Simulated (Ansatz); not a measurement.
Polymorphs of Zn2SnO3

The calculation used Ansatz, DFT PBE, scalar-relativistic, plane waves, PAW. Settings: cutoff 420 eV, Γ-centred meshes spaced at most about 0.3 Å⁻¹, and about 0.25 Å⁻¹ or finer for metals (2π included), Gaussian smearing. No spin polarisation.

Energies over the elements count from the elements' standard structures at the same level (O₂ as a molecule), with no fitted energy shifts. The references include grey tin.

All energies are static (0 K, no zero-point motion). The comparison covers the computed candidates alone. Weakly bound directions are ill-defined at this level, which has no dispersion term (P6/mmm), and this can change margins and order among such cells. Kohn–Sham gaps at this level usually fall short of measured ones. The zero gap of I-4m2 may come from the functional, which often closes small gaps.

Invented guesses were relaxed alike, and ends that match in structure were merged. ΔE counts from the first row. Coordination counts O atoms around Sn and Zn (those within 1.25 times the shortest such distance or 1.15 times the sum of covalent radii, 1.27 where that leaves under three; a plus sign parts nearer from farther groups; the shortest distance is added where it exceeds 1.18 times the sum of covalent radii; a slash parts the counts of unlike sites). The ends were matched against large subsets of the Crystallography Open Database and the Materials Project, so a missing match doesn't prove that a structure is unreported.

```tsv
#	reached from	type and space group	atoms	Å³/atom	coordination	ΔE (meV/atom)	gap on mesh (eV)	in databases
1	a relaxed cell, shaken at random and relaxed again	Cm (No. 8)	12	14.5	Zn 4, Sn 3+1/4	0	1.26	no match
2	a cell proposed by chemical analogy	Cmc2_1 (No. 36)	12	14.2	Zn 4, Sn 3	35	1.42	no match
3	a cell proposed by chemical analogy	I-4m2 (No. 119)	6	14.5	Zn 4, Sn 4	87	0.00	no match
4	a cell proposed by chemical analogy	P-3 (No. 147)	12	13.9	Zn 3/6/6 from 2.4 Å, Sn 3	182	0.80	no match
5	Dy2Al3Cu type (R-3m)	R-3m (No. 166)	6	12.9	Zn 3 from 2.2 Å, Sn 6	385	0.00	no match
6	Li3MnAs2 type (P-4m2)	P-4m2 (No. 115)	6	15.3	Zn 4, Sn 4+2 from 2.7 Å	531	0.09	no match
7	Li3Tl2Cd type (P4/mmm)	P4/mmm (No. 123)	6	11.6	Zn 8 from 2.4 Å, Sn 8 from 2.6 Å	745	0.00	no match
8	random cell	P6/mmm (No. 191)	6	22.6	Zn 3 from 2.3 Å, Sn 2	1302	0.00	no match
```

The lowest: Space group Cm (No. 8), monoclinic, a = 6.075 Å, b = 10.319 Å, c = 5.563 Å, β = 92.1°. Zn on its first site has 4 O at 1.98–2.04 Å; around Zn on its second site lie 4 O at 1.99–2.04 Å; around Sn on its first site lie 1 O at 2.14 Å, 2 O at 2.28 Å and 1 O at 2.55 Å; Sn on its second site has 1 O at 2.18 Å and 3 O at 2.36–2.37 Å; around O on a site of symmetry 1 lie 3 Zn at 1.99–2.04 Å and 1 Sn at 2.28 Å; 3 more sites not described. Its energy over the elements is −1.259 eV/atom. A negative formation energy is needed for stability but isn't enough: competing phases decide. An observed structure of this formula, if there is one, may be missing.

```xyz
12
Lattice="3.0374 -5.1594 0.0000 3.0374 5.1594 0.0000 -0.2066 0.0000 5.5596" Properties=species:S:1:pos:R:3 pbc="T T T"
Zn    1.8433   -1.8286    5.5144
Zn    1.8433    1.8286    5.5144
Zn    3.9309   -1.7535    2.7668
Zn    3.9309    1.7535    2.7668
Sn    1.0096    0.0000    3.0293
Sn    5.0358    0.0000    0.1849
O     2.0694   -1.9693    3.4899
O     2.0694    1.9693    3.4899
O     4.5959    0.0000    3.5748
O     3.8527   -1.9727    0.7499
O     3.8527    1.9727    0.7499
O     1.0421    0.0000    5.1642
```

The second: Space group Cmc2_1 (No. 36), orthorhombic, a = 10.397 Å, b = 5.678 Å, c = 5.763 Å. Zn is surrounded by 4 O at 2.00–2.04 Å; Sn is surrounded by 1 O at 2.12 Å, 2 O at 2.31 Å and 1 O at 2.66 Å; around O on a site of symmetry 1 lie 3 Zn at 2.00–2.04 Å and 1 Sn at 2.31 Å; O on a site of symmetry m is surrounded by 2 Zn at 2.04 Å, 1 Sn at 2.12 Å and 1 Sn at 2.66 Å. Counting O atoms around Sn and Zn, the first has Zn 4, Sn 3+1/4 and the second has Zn 4, Sn 3. Cells relaxed within their symmetry can be saddle points. Some structure types and database cells were kept out of the candidates from the start, so a known form may be missing.
